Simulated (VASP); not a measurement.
# RuS2 (P-3m1) in VASP: further runs

The runs below take RuS2 through single point, with PBEsol+U, r2SCAN+U.

All numbers are computed with VASP 6.6.1; they aren't measurements. Logs are shortened: lines on timing, memory, paths and dates and some standing lists are left out, and cuts for length are marked.

**1. Starting point**

It takes space group P-3m1 (No. 164, trigonal). Conventional cell: a = 3.521 Å, b = 3.521 Å, c = 5.680 Å, α = 90.00°, β = 90.00°, γ = 120.00°. Around Ru (site symmetry -3m) lie 6 S at 2.49 Å. Around S (site symmetry 3m) lie 3 Ru at 2.49 Å.

The cell comes from a database or a generator and needn't be the stable form of this composition.

**2. Single point, PBEsol+U, collinear spin, ferromagnetic start**

Input file INCAR:

```
SYSTEM = RuS2
PREC = Accurate
ENCUT = 520
EDIFF = 1E-6
ISMEAR = 0
SIGMA = 0.05
LREAL = .FALSE.
LASPH = .TRUE.
NELM = 60
ALGO = Fast
ISIF = 2
LWAVE = .FALSE.
LCHARG = .TRUE.
ISPIN = 2
MAGMOM = 1 0 0
LORBIT = 11
NUPDOWN = 2
LMAXMIX = 4
LDAU = .TRUE.
LDAUTYPE = 2
LDAUL = 2 -1
LDAUU = 2 0
LDAUJ = 0 0
LDAUPRINT = 1
GGA = PS
LELF = .TRUE.
LVHAR = .TRUE.
NBANDS = 24
```

Input file KPOINTS:

```
Automatic mesh
0
G
  6 6 4
  0 0 0
```

Input file POSCAR:

```
RuS2
1.0
    3.5211794000      0.0000000000      0.0000000000
   -1.7605897000      3.0494308100      0.0000000000
    0.0000000000      0.0000000000      5.6803931900
Ru S
1 2
Direct
    0.0000000000      0.0000000000      0.0000000000
    0.3333333333      0.6666666667      0.2520000000
    0.6666666667      0.3333333333      0.7480000000
```

Potentials or basis: VASP PAW PBE potentials, release 64 (Ru_pv, S).

Command:

```console
$ cat potpaw_PBE.64/Ru_pv/POTCAR potpaw_PBE.64/S/POTCAR > POTCAR
$ mpirun -np 1 vasp_std > vasp.out
```

OUTCAR:

```text
SYSTEM = RuS2
   PREC = Accurate
   ENCUT = 520
   EDIFF = 1E-6
   ISMEAR = 0
   LREAL = .FALSE.
   LASPH = .TRUE.
   NELM = 60
   ISIF = 2
   ISPIN = 2
   LORBIT = 11
   NUPDOWN = 2
   GGA = PS

 ion  position               nearest neighbor table
   1  0.000  0.000  0.000-   2 2.49   3 2.49   3 2.49   2 2.49   3 2.49   2 2.49
   2  0.333  0.667  0.252-   1 2.49   1 2.49   1 2.49
   3  0.667  0.333  0.748-   1 2.49   1 2.49   1 2.49

  LATTYP: Found a hexagonal cell.
 ALAT       =     3.5211794000
 C/A-ratio  =     1.6132075492

  Lattice vectors:

 A1 = (   3.5211794000,   0.0000000000,   0.0000000000)
 A2 = (  -1.7605897000,   3.0494308100,   0.0000000000)
 A3 = (   0.0000000000,   0.0000000000,   5.6803931900)

Analysis of symmetry for initial positions (statically):
=====================================================================
 Subroutine PRICEL returns:
 Original cell was already a primitive cell.

 Routine SETGRP: Setting up the symmetry group for a
 hexagonal supercell.

 Subroutine GETGRP returns: Found 12 space group operations
 (whereof 12 operations were pure point group operations)
 out of a pool of 24 trial point group operations.

The static configuration has the point symmetry D_3d.

Analysis of symmetry for dynamics (positions and initial velocities):
=====================================================================
 Subroutine PRICEL returns:
 Original cell was already a primitive cell.

 Routine SETGRP: Setting up the symmetry group for a
 hexagonal supercell.

 Subroutine GETGRP returns: Found 12 space group operations
 (whereof 12 operations were pure point group operations)
 out of a pool of 24 trial point group operations.

The dynamic configuration has the point symmetry D_3d.

Analysis of structural, dynamic, and magnetic symmetry:
=====================================================================
 Subroutine PRICEL returns:
 Original cell was already a primitive cell.

 Routine SETGRP: Setting up the symmetry group for a
 hexagonal supercell.

 Subroutine GETGRP returns: Found 12 space group operations
 (whereof 12 operations were pure point group operations)
 out of a pool of 24 trial point group operations.

The overall configuration has the point symmetry D_3d.

 Subroutine INISYM returns: Found 12 space group operations
 (whereof 12 operations are pure point group operations),
 and found     1 'primitive' translations

----------------------------------------------------------------------------------------

                                     Primitive cell

  volume of cell :      60.9937

  direct lattice vectors                    reciprocal lattice vectors
     3.521179400  0.000000000  0.000000000     0.283995754  0.163965025  0.000000000
    -1.760589700  3.049430810  0.000000000     0.000000000  0.327930051  0.000000000
     0.000000000  0.000000000  5.680393190     0.000000000  0.000000000  0.176044152

  length of vectors
     3.521179400  3.521179399  5.680393190     0.327930051  0.327930051  0.176044152

  position of ions in fractional coordinates (direct lattice)
     0.000000000  0.000000000  0.000000000
     0.333333333  0.666666667  0.252000000
     0.666666667  0.333333333  0.748000000

  ion indices of the primitive-cell ions
   primitive index   ion index
                 1           1
                 2           2
                 3           3

----------------------------------------------------------------------------------------

 KPOINTS: Automatic mesh

Automatic generation of k-mesh.
[... 78 lines left out ...]
   EMIN   =  10.00;   EMAX   =-10.00  energy-range for DOS
   EFERMI =   0.00;   METHOD = LEGACY
   ISMEAR =     0;   SIGMA  =   0.05  broadening in eV -4-tet -1-fermi 0-gaus
   EFERMI_NEDOS =   21; number of points for ismear=-14 and -15
   IALGO  =     68    algorithm
   IMIX   =      4    mixing-type and parameters
     AMIX     =   0.40;   BMIX     =  1.00
     AMIX_MAG =   1.60;   BMIX_MAG =  1.00
  volume/ion in A,a.u.               =      20.33       137.20
  Fermi-wavevector in a.u.,A,eV,Ry     =   1.232076  2.328286 20.653798  1.518011
  Thomas-Fermi vector in A             =   2.366860
   LORBIT       =     11    0 simple, 1 ext, 2 COOP (PROOUT), +10 PAW based schemes
 LDA+U is selected, type is set to LDAUTYPE =  2
   angular momentum for each species LDAUL =     2   -1
   U (eV)           for each species LDAUU =   2.0  0.0
   J (eV)           for each species LDAUJ =   0.0  0.0
   GGA     = PS    functional components
   LHFCALC =     F    Hartree Fock is set to
   AEXX    =    0.0000 exact exchange contribution
   IVDW    =     0    specifies the selected vdW correction
   LEPSILON=     F    determine dielectric tensor
   LRPA    =     F    only Hartree local field effects (RPA)
 spin polarized calculation
 RMM-DIIS sequential band-by-band and
 Gauss-broadening in eV      SIGMA  =   0.05
  energy-cutoff  :      520.00
  volume of cell :       60.99
 maximum number of plane-waves:      1671
 NGX is ok and might be reduce to    28
   NGX = 13   NGY = 13   NGZ = 21

atom =   1  type =  1  l = 2

 onsite density matrix

spin component  1

  0.7885  0.0000 -0.0000  0.1550 -0.0000
  0.0000  0.6110 -0.0000  0.0000  0.1550
 -0.0000 -0.0000  0.8716  0.0000 -0.0000
  0.1550  0.0000  0.0000  0.6110  0.0000
 -0.0000  0.1550 -0.0000  0.0000  0.7885

spin component  2

  0.3184  0.0000  0.0000 -0.0317  0.0000
  0.0000  0.4696  0.0000  0.0000 -0.0317
  0.0000  0.0000  0.5887 -0.0000 -0.0000
 -0.0317  0.0000 -0.0000  0.4696 -0.0000
  0.0000 -0.0317 -0.0000 -0.0000  0.3184

 occupancies and eigenvectors

  o =  0.3120  v =  0.0000  0.0000  0.0000  0.0000  0.0000 -0.0000  0.1973  0.0000 -0.0000  0.9803      0.0000  0.0000  0.0000  0.0000  0.0000  0.0000  0.0000  0.0000  0.0000  0.0000
  o =  0.3120  v =  0.0000  0.0000  0.0000  0.0000  0.0000  0.9803  0.0000 -0.0000  0.1973  0.0000      0.0000  0.0000  0.0000  0.0000  0.0000  0.0000  0.0000  0.0000  0.0000  0.0000
  o =  0.4760  v =  0.0000  0.0000  0.0000  0.0000  0.0000 -0.0000 -0.9803  0.0000  0.0000  0.1973      0.0000  0.0000  0.0000  0.0000  0.0000  0.0000  0.0000  0.0000  0.0000  0.0000
  o =  0.4760  v =  0.0000  0.0000  0.0000  0.0000  0.0000 -0.1973  0.0000  0.0000  0.9803 -0.0000      0.0000  0.0000  0.0000  0.0000  0.0000  0.0000  0.0000  0.0000  0.0000  0.0000
  o =  0.5211  v =  0.0000  0.8651 -0.0000 -0.0000 -0.5016  0.0000  0.0000  0.0000  0.0000  0.0000      0.0000  0.0000  0.0000  0.0000  0.0000  0.0000  0.0000  0.0000  0.0000  0.0000
  o =  0.5211  v = -0.5016  0.0000 -0.0000  0.8651 -0.0000  0.0000  0.0000  0.0000  0.0000  0.0000      0.0000  0.0000  0.0000  0.0000  0.0000  0.0000  0.0000  0.0000  0.0000  0.0000
  o =  0.5887  v =  0.0000  0.0000  0.0000  0.0000  0.0000 -0.0000 -0.0000 -1.0000  0.0000  0.0000      0.0000  0.0000  0.0000  0.0000  0.0000  0.0000  0.0000  0.0000  0.0000  0.0000
  o =  0.8716  v =  0.0000 -0.0000 -1.0000 -0.0000 -0.0000  0.0000  0.0000  0.0000  0.0000  0.0000      0.0000  0.0000  0.0000  0.0000  0.0000  0.0000  0.0000  0.0000  0.0000  0.0000
  o =  0.8784  v =  0.0000  0.5016 -0.0000  0.0000  0.8651  0.0000  0.0000  0.0000  0.0000  0.0000      0.0000  0.0000  0.0000  0.0000  0.0000  0.0000  0.0000  0.0000  0.0000  0.0000
  o =  0.8784  v = -0.8651  0.0000  0.0000 -0.5016  0.0000  0.0000  0.0000  0.0000  0.0000  0.0000      0.0000  0.0000  0.0000  0.0000  0.0000  0.0000  0.0000  0.0000  0.0000  0.0000

 number of electron      26.0000006 magnetization       1.9999995

 Free energy of the ion-electron system (eV)
  ---------------------------------------------------
  ext. energy  EPLUGINS =         0.00000000
  ---------------------------------------------------
  free energy    TOTEN  =       -16.95994226 eV

  energy without entropy =      -16.95929775  energy(sigma->0) =      -16.95962000

 E-fermi :   4.7562     XC(G=0): -10.3392

 val. band max:        4.9961648685   @ k =   0.0000   0.1667   0.2500
 cond. band min:       4.8412039450   @ k =   0.0000   0.0000   0.0000
 fundamental gap:     -0.1549609236
 Fermi energy:         5.2904814338

 spin component 1

 k-point     1 :       0.0000    0.0000    0.0000
  band No.  band energies     occupation
      1     -38.7147      1.00000
      2     -38.7147      1.00000
      3     -38.2058      1.00000
      4      -8.7850      1.00000
      5      -7.1198      1.00000
      6      -0.8986      1.00000
[... 637 lines left out ...]
     23      15.9248      0.00000
     24      16.6034      0.00000
 Fermi energy:         4.7562321999

 spin component 2

 k-point     1 :       0.0000    0.0000    0.0000
  band No.  band energies     occupation
      1     -37.4275      1.00000
      2     -37.4275      1.00000
      3     -37.3149      1.00000
      4      -8.5725      1.00000
      5      -6.9106      1.00000
      6      -0.4202      1.00000
[... 637 lines left out ...]
     23      16.1509      0.00000
     24      16.8887      0.00000

------------------------ aborting loop because EDIFF is reached ----------------------------------------

  FORCE on cell =-STRESS in cart. coord.  units (eV):
  Direction    XX          YY          ZZ          XY          YZ          ZX
  --------------------------------------------------------------------------------------
  -------------------------------------------------------------------------------------
  Total       -5.7210009     -5.7210009     -4.5703069      0.0000000     -0.0000000     -0.0000000
  in kB     -150.2786435   -150.2786433   -120.0523344      0.0000000     -0.0000000     -0.0000000
  external PRESSURE =    -140.2032070 kB  Pullay stress =       0.0000000 kB

 VOLUME and BASIS-vectors are now :
 -----------------------------------------------------------------------------
  energy-cutoff  :      520.00
  volume of cell :       60.99
      direct lattice vectors                 reciprocal lattice vectors
     3.521179400  0.000000000  0.000000000     0.283995754  0.163965025  0.000000000
    -1.760589700  3.049430810  0.000000000     0.000000000  0.327930051  0.000000000
     0.000000000  0.000000000  5.680393190     0.000000000  0.000000000  0.176044152

 POSITION                                       TOTAL-FORCE (eV/Angst)
 -----------------------------------------------------------------------------------
      0.00000      0.00000      0.00000         0.000000      0.000000      0.000000
     -0.00000      2.03295      1.43146        -0.000000     -0.000000     -1.424369
      1.76059      1.01648      4.24893         0.000000      0.000000      1.424369
 -----------------------------------------------------------------------------------
    total drift:                                0.000000     -0.000000      0.000000

  FREE ENERGIE OF THE ION-ELECTRON SYSTEM (eV)
  ---------------------------------------------------
  free  energy   TOTEN  =       -16.9599422605 eV

  energy  without entropy=      -16.9592977474  energy(sigma->0) =      -16.95962000

 total charge

# of ion       s       p       d       tot
------------------------------------------
    1        0.302   6.231   5.790  12.323
    2        1.360   2.223   0.000   3.583
    3        1.360   2.223   0.000   3.583
--------------------------------------------------
tot          3.022  10.677   5.790  19.490

 magnetization (x)

# of ion       s       p       d       tot
------------------------------------------
    1        0.020   0.027   1.501   1.548
    2        0.006   0.133   0.000   0.139
    3        0.006   0.133   0.000   0.139
--------------------------------------------------
tot          0.032   0.294   1.501   1.827
```

Wall time 60 s (1 thread of AMD EPYC 9R45 (Zen 5), shared host); peak memory 0.19 GiB.

Results:

* Free energy: -16.9599 eV
* Pressure: -14.0 GPa
* Largest force: 1.424 eV/Å
* Net moment: 2.00 μB per cell
* Site moments: Ru +1.55; S +0.14 μB
* Valence electrons inside the program's atomic spheres: Ru 12.32; S 3.58

Forces in eV/Å, atoms in the order of the input:
```
Ru   0.000  0.000  0.000
S    0.000  0.000 -1.424
S    0.000  0.000  1.424
```

Stress tensor (GPa, compression positive):
```
-15.03   0.00   0.00
  0.00 -15.03   0.00
  0.00   0.00 -12.01
```

Eigenvalues of the final occupation matrices:
```csv
site,spin,trace,eigenvalues
site 1 d,1,3.67,0.52 0.52 0.87 0.88 0.88
site 1 d,2,2.16,0.31 0.31 0.48 0.48 0.59
```

Caveat: the PAW data sets were made with another functional, which shifts forces and pressure a little; the total moment is fixed, so each spin has its own Fermi level.

**3. Single point, r2SCAN+U, collinear spin, ferromagnetic start**

Input file INCAR:

```
SYSTEM = RuS2
PREC = Accurate
ENCUT = 520
EDIFF = 1E-7
ISMEAR = 0
SIGMA = 0.05
LREAL = .FALSE.
LASPH = .TRUE.
NELM = 80
ALGO = Normal
ISIF = 2
LWAVE = .FALSE.
LCHARG = .FALSE.
ISPIN = 2
MAGMOM = 1 0 0
LORBIT = 11
LMAXMIX = 4
LDAU = .TRUE.
LDAUTYPE = 2
LDAUL = 2 -1
LDAUU = 4 0
LDAUJ = 0 0
LDAUPRINT = 1
METAGGA = R2SCAN
LMIXTAU = .TRUE.
NBANDS = 24
```

KPOINTS is that of step 2.

POSCAR is that of step 2.

Potentials or basis: VASP PAW PBE potentials, release 64 (Ru_pv, S).

Command:

```console
$ cat potpaw_PBE.64/Ru_pv/POTCAR potpaw_PBE.64/S/POTCAR > POTCAR
$ mpirun -np 1 vasp_std > vasp.out
```

Run time: 3.9 min. Hardware: 1 thread of AMD EPYC 9R45 (Zen 5), shared host; peak memory 0.21 GiB.

Results (log left out):

```
Free energy                                           : -38.3768 eV
Pressure                                              : -6.2 GPa
Largest force                                         : 1.139 eV/Å
Band gap on the k mesh                                : 0.85 eV, indirect (least direct gap 0.86 eV)
Net moment                                            : 2.00 μB per cell
Site moments                                          : Ru +1.98; S -0.01 μB
Valence electrons inside the program's atomic spheres : Ru 12.27; S 3.66
```

Forces on the atoms (eV/Å):
```
Ru   0.000  0.000  0.000
S    0.000  0.000 -1.139
S    0.000  0.000  1.139
```

Stress tensor (GPa, compression positive):
```
-5.76  0.00  0.00
 0.00 -5.76  0.00
 0.00  0.00 -7.11
```

Levels at points of the mesh, in eV from the valence-band top:
Spin up:
| k point | band 12 | band 13 | band 14 | band 15 | band 16 | band 17 |
| --- | --- | --- | --- | --- | --- | --- |
| (0.00, 0.00, 0.00) | -0.24 | -0.24 | 0.00 | 2.11 | 2.11 | 6.28 |
| (0.50, 0.00, 0.00) | -2.67 | -2.31 | -1.86 | 1.90 | 2.43 | 6.54 |
| (0.00, 0.00, 0.50) | -1.05 | -0.43 | -0.43 | 2.45 | 2.45 | 6.56 |
| (0.50, 0.00, 0.50) | -2.66 | -1.51 | -1.26 | 1.84 | 2.47 | 6.11 |
Spin down:
```tsv
k point	band 9	band 10	band 11	band 12	band 13	band 14	band 15	band 16
(0.00, 0.00, 0.00)	-1.47	-0.23	-0.23	-0.07	0.86	0.86	2.91	2.91
(0.50, 0.00, 0.00)	-3.54	-2.71	-1.84	-1.72	1.43	1.47	2.91	3.73
(0.00, 0.00, 0.50)	-2.42	-0.53	-0.42	-0.42	0.85	0.85	3.24	3.24
(0.50, 0.00, 0.50)	-3.67	-1.79	-1.49	-1.29	1.30	1.32	3.29	3.50
```

Eigenvalues of the final occupation matrices:
```csv
site,spin,trace,eigenvalues
site 1 d,1,3.84,0.57 0.57 0.89 0.91 0.91
site 1 d,2,1.91,0.10 0.10 0.43 0.43 0.85
```

Caveat: the PAW data sets were made with another functional, which shifts forces and pressure a little.
